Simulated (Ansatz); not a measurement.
**Ti started on an O site in rutile TiO2, 72 atoms, charge +1**

How does the host give way around this defect, what does it cost to form, and which levels does it put into the gap? The levels of theory are PBEsol.

Program: Ansatz 0.2.0, PAW, plane waves. These are calculated values, not measurements.

**1. Starting point**

72 atoms (25 Ti, 47 O); a = 9.183 Å, b = 9.183 Å, c = 8.817 Å, α = 90.00°, β = 90.00°, γ = 90.00°. All atoms were shaken off their sites by about 0.02 Å along each axis; atoms next to an added one may be pushed further to make room. Defect site 1: (0.598, 0.402, 0.500). Starting moments add up to 1 μB.

Steps to follow: (2) PBEsol relaxation at the single k point (¼, ¼, ¼), on 1 × NVIDIA GB300 Max-Q with 8 threads of Arm Neoverse-V2.

**2. PBEsol relaxation in the fixed cell**

The input, in.yaml:

```yaml
crystal:
  lattice:
    - [9.182828, 0.000000, 0.000000]
    - [0.000000, 9.182828, 0.000000]
    - [0.000000, 0.000000, 8.816612]
  atoms:
    - { symbol: Ti, position: [0.002022, 0.002418, 0.001422] }
    - { symbol: Ti, position: [0.000270, 0.001041, 0.334687] }
    - { symbol: Ti, position: [0.001888, 0.999953, 0.661979] }
    - { symbol: Ti, position: [0.000364, 0.503565, 0.003135] }
    - { symbol: Ti, position: [0.002915, 0.502176, 0.330378] }
    - { symbol: Ti, position: [0.001708, 0.499990, 0.664084] }
    - { symbol: Ti, position: [0.496843, 0.000568, 0.002258] }
    - { symbol: Ti, position: [0.499693, 0.998371, 0.332166] }
    - { symbol: Ti, position: [0.501613, 0.002754, 0.665319] }
    - { symbol: Ti, position: [0.500955, 0.502361, 0.000740] }
    - { symbol: Ti, position: [0.498877, 0.498390, 0.331986] }
    - { symbol: Ti, position: [0.500774, 0.498755, 0.666569] }
    - { symbol: Ti, position: [0.248237, 0.247373, 0.163920] }
    - { symbol: Ti, position: [0.252254, 0.248288, 0.500694] }
    - { symbol: Ti, position: [0.252237, 0.247870, 0.833109] }
    - { symbol: Ti, position: [0.250634, 0.750689, 0.165069] }
    - { symbol: Ti, position: [0.248764, 0.754534, 0.498030] }
    - { symbol: Ti, position: [0.250503, 0.751875, 0.832877] }
    - { symbol: Ti, position: [0.751386, 0.250590, 0.167664] }
    - { symbol: Ti, position: [0.752891, 0.256683, 0.500588] }
    - { symbol: Ti, position: [0.750097, 0.245939, 0.832937] }
    - { symbol: Ti, position: [0.751819, 0.751493, 0.168522] }
    - { symbol: Ti, position: [0.749107, 0.749600, 0.503344] }
    - { symbol: Ti, position: [0.746671, 0.749569, 0.834861] }
    - { symbol: Ti, position: [0.598230, 0.401415, 0.500346], spin: 1 }
    - { symbol: O, position: [0.152662, 0.156966, 0.001606] }
    - { symbol: O, position: [0.149662, 0.150977, 0.333096] }
    - { symbol: O, position: [0.150868, 0.149440, 0.667684] }
    - { symbol: O, position: [0.154691, 0.653250, 0.998754] }
    - { symbol: O, position: [0.153690, 0.656177, 0.335407] }
    - { symbol: O, position: [0.155857, 0.653270, 0.667966] }
    - { symbol: O, position: [0.653748, 0.151557, 0.998322] }
    - { symbol: O, position: [0.650100, 0.146695, 0.326888] }
    - { symbol: O, position: [0.649214, 0.154374, 0.665444] }
    - { symbol: O, position: [0.650106, 0.648941, 0.000835] }
    - { symbol: O, position: [0.647246, 0.652220, 0.330938] }
    - { symbol: O, position: [0.648152, 0.652527, 0.666426] }
    - { symbol: O, position: [0.352094, 0.348732, 0.003488] }
    - { symbol: O, position: [0.348517, 0.348264, 0.336020] }
    - { symbol: O, position: [0.350059, 0.343397, 0.665105] }
    - { symbol: O, position: [0.345853, 0.847586, 0.002186] }
    - { symbol: O, position: [0.349473, 0.846620, 0.332441] }
    - { symbol: O, position: [0.346113, 0.845548, 0.667084] }
    - { symbol: O, position: [0.847181, 0.347295, 0.998890] }
    - { symbol: O, position: [0.847881, 0.346268, 0.334684] }
    - { symbol: O, position: [0.844708, 0.351245, 0.666534] }
    - { symbol: O, position: [0.852409, 0.844474, 0.999648] }
    - { symbol: O, position: [0.848480, 0.849909, 0.332978] }
    - { symbol: O, position: [0.849442, 0.850081, 0.667808] }
    - { symbol: O, position: [0.098221, 0.402975, 0.168627] }
    - { symbol: O, position: [0.096975, 0.400524, 0.498206] }
    - { symbol: O, position: [0.098638, 0.402329, 0.835785] }
    - { symbol: O, position: [0.096749, 0.903895, 0.172046] }
    - { symbol: O, position: [0.094697, 0.906563, 0.500065] }
    - { symbol: O, position: [0.100151, 0.905576, 0.832213] }
    - { symbol: O, position: [0.599585, 0.402111, 0.167316] }
    - { symbol: O, position: [0.596063, 0.406539, 0.829712] }
    - { symbol: O, position: [0.597610, 0.898476, 0.170960] }
    - { symbol: O, position: [0.600515, 0.899893, 0.500793] }
    - { symbol: O, position: [0.597551, 0.900598, 0.832933] }
    - { symbol: O, position: [0.397508, 0.095306, 0.169461] }
    - { symbol: O, position: [0.402471, 0.095400, 0.502829] }
    - { symbol: O, position: [0.404245, 0.094398, 0.835447] }
    - { symbol: O, position: [0.402263, 0.599030, 0.167584] }
    - { symbol: O, position: [0.403246, 0.596575, 0.497131] }
    - { symbol: O, position: [0.404276, 0.601715, 0.832623] }
    - { symbol: O, position: [0.904032, 0.099789, 0.166228] }
    - { symbol: O, position: [0.903014, 0.099439, 0.500155] }
    - { symbol: O, position: [0.901620, 0.097002, 0.832817] }
    - { symbol: O, position: [0.905435, 0.597657, 0.167089] }
    - { symbol: O, position: [0.899514, 0.596577, 0.495809] }
    - { symbol: O, position: [0.903006, 0.597464, 0.832734] }
  symmetry: { detect: false }
kpoints:
  mp_grid: { grid: [1, 1, 1], shift: [0.25, 0.25, 0.25] }
hamiltonian:
  xc: pbesol
total_charge: 1
magnetization:
  spin_polarized: true
  initial_magnetization: 1
  spin_locking: { lock_magnetization: hard }
scf:
  occupations: { method: fermi_dirac, width: 0.01 }
relax:
  f_tol: 0.03
  max_steps: 80
  escape_saddle: false
  adjacent_minimum: "off"
output:
  forces: true
  eigenvalues: true
  populations: true
  charged_corrections: { epsilon: 100 }
```

On the command line:

```sh
$ ansatz run in.yaml --threads 8 --pin off --max-ram 118750MiB --runs-dir r --events-out ev --progress --plain --backend cuda --devices 0,
```

What does the calculation give? Wanted: for each run, formation energy; host gap; top filled to lowest empty; moment.

As calculated:

```
             level        time  formation energy (eV)  host gap (eV)  top filled to lowest empty (eV)  moment (μB)
PBEsol, relaxation  56 s (GPU)                   3.49           1.83                             0.11         1.00
```

| quantity | value |
| --- | --- |
| relaxation | 19 recorded steps, 9.91 eV gained |
| largest shift | 1.42 Å (Ti25) |
| largest local moment | +0.47 μB on Ti |

**Reading.** Relaxation gains 9.91 eV, with shifts up to 1.42 Å (Ti25). A shift this large means that the defect left the place where it started, so the values belong to the end structure, not to the one named. The host's edges were read at Γ, so band-like levels at this k point need not coincide with them. One k point and a cell of this size can leave errors of several tenths of an eV. The dielectric constant of 100 in the correction is an assumed value.
